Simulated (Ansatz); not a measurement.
Runs of Ansatz 0.2.0 on HfN. The structure is cubic, space group Pm-3m (No. 221). The conventional cell has a = 2.825 Å, b = 2.825 Å, c = 2.825 Å, α = 90.00°, β = 90.00°, γ = 90.00°. Hf (site symmetry m-3m) is surrounded by 8 N at 2.45 Å. N (site symmetry m-3m) is surrounded by 8 Hf at 2.45 Å. The cell was built by a generator and needn't be a form met in nature.

| task | level | potentials or basis | U | cutoff (eV) | points for each segment of the path | hubbard projectors | double counting | gap on the mesh (eV) | pressure (GPa) | V0 of scaled cells (Å³/atom) | B0 (GPa) |
| --- | --- | --- | --- | --- | --- | --- | --- | --- | --- | --- | --- |
| band structure | r2SCAN+U | Ansatz PAW | Hf d U = 4 eV | 500 | 14 | ortho-atomic (the default) | fll (the default) | none | 1.4 | - | - |
| band structure | r2SCAN | Ansatz PAW | - | 500 | 14 | - | - | none | (a) | - | - |
| equation of state | PBE | Ansatz PAW | - | 420 | - | - | - | - | - | 11.28 | 234 |
| band structure | LDA+U | Ansatz PAW | Hf d U = 4 eV | 420 | 14 | ortho-atomic (the default) | fll (the default) | none | -8.5 | - | - |
| equation of state | BLYP | Ansatz PAW | - | 420 | - | - | - | - | - | (b) | 217 |
| equation of state | PBE | Ansatz PAW soft_1 | - | 420 | - | - | - | - | - | 11.28 | 234 |
| density of states | PBE | Ansatz PAW | - | 420 | - | - | - | none | 0.1 | - | - |
| band structure | RPBE | Ansatz PAW | - | 420 | 14 | - | - | none | 4.8 | - | - |

Alike in all rows: no spin polarisation; cell as given; k mesh 9 × 9 × 9; smearing fermi-dirac 0.05 eV.

Fill in the values left out.

(a) -5.3; (b) 11.71.

Caveats: the PAW data sets come from PBE, with cores solved anew for the run's functional, which leaves a small shift of forces and pressure (some runs); U without spin polarisation on a metal has little footing (some runs); the potentials were made for another functional, which shifts forces and pressure (some runs); the density of states is complete only up to the lowest level of the last band computed (some runs).

A k mesh can miss the band edges, and the runs leave out spin-orbit coupling on Hf.

A gap of «none» marks a metal or a gap under the smearing width.

Not every run made on this cell is shown here.
